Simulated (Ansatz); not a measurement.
# ZnS at a changed volume — field gradients at the nuclei

The cell is a Materials Project structure (computed, not necessarily an observed phase), relaxed with PBE at fixed cell and then changed (volume scaled by 1.02).

```yaml
crystal:
  lattice:
    - [3.83029, 0.00000, 0.00000]
    - [-1.91514, 3.31713, 0.00000]
    - [0.00000, 0.00000, 25.08095]
  atoms:
    - { symbol: Zn, position: [0.33333, 0.66667, 0.12512] }
    - { symbol: Zn, position: [0.00000, 0.00000, 0.00016] }
    - { symbol: Zn, position: [0.66667, 0.33333, 0.62505] }
    - { symbol: Zn, position: [0.66667, 0.33333, 0.87514] }
    - { symbol: Zn, position: [0.00000, 0.00000, 0.75002] }
    - { symbol: Zn, position: [0.33333, 0.66667, 0.50008] }
    - { symbol: Zn, position: [0.00000, 0.00000, 0.37509] }
    - { symbol: Zn, position: [0.66667, 0.33333, 0.25013] }
    - { symbol: S, position: [0.66667, 0.33333, 0.34372] }
    - { symbol: S, position: [0.66667, 0.33333, 0.71858] }
    - { symbol: S, position: [0.33333, 0.66667, 0.21873] }
    - { symbol: S, position: [0.00000, 0.00000, 0.84367] }
    - { symbol: S, position: [0.66667, 0.33333, 0.96881] }
    - { symbol: S, position: [0.00000, 0.00000, 0.09373] }
    - { symbol: S, position: [0.33333, 0.66667, 0.59369] }
    - { symbol: S, position: [0.00000, 0.00000, 0.46869] }
```

Atoms are numbered from 1 in the order listed; like atoms form one site, named after its first atom.

The numbers come from a DFT calculation in Ansatz (PBE, plane waves and PAW (field gradients read without the response of the frozen cores, which leaves them typically 4 to 6 % off), scalar-relativistic, 420 eV cutoff, Γ-centred 8×8×2 k-points, Fermi–Dirac smearing 0.02 eV).

V_zz is the principal component of the electric field gradient with the largest magnitude, η = (V_xx − V_yy)/V_zz and C_Q = eQV_zz/h. ν_Q = 3|C_Q|/[2I(2I − 1)].

⁶⁷Zn: I = 5/2, Q = 122.0 mb; 33S: I = 3/2, Q = -69.40 mb. Nuclear quadrupole moments: year-2017 set (Pyykkö).

```tsv
site	atoms (order as listed)	first shell	C_Q (MHz)	η	ν_Q (MHz)
Zn1	1, 7	4 S at 2.35 Å	0.021	0.00	0.003
Zn2	2	4 S at 2.35 Å	0.123	0.00	0.018
Zn3	3	4 S at 2.35 Å	-0.028	0.00	0.004
Zn4	4	4 S at 2.35 Å	-0.140	0.00	0.021
Zn5	5	4 S at 2.35 Å	-0.244	0.00	0.037
Zn6	6, 8	4 S at 2.35 Å	≈0	–	0
S9	9, 15	4 Zn at 2.35 Å	-0.141	0.00	0.071
S10	10	4 Zn at 2.35 Å	-0.219	0.00	0.110
S11	11, 14	4 Zn at 2.35 Å	-0.155	0.00	0.078
S12	12	4 Zn at 2.35 Å	-0.489	0.00	0.244
S13	13	4 Zn at 2.35 Å	-0.391	0.00	0.196
S16	16	4 Zn at 2.35 Å	-0.151	0.00	0.076
```

An axis of threefold or higher order runs through Zn1, Zn2, Zn3, Zn4, Zn5 and S9 and others, so V_zz lies along it and η is zero.
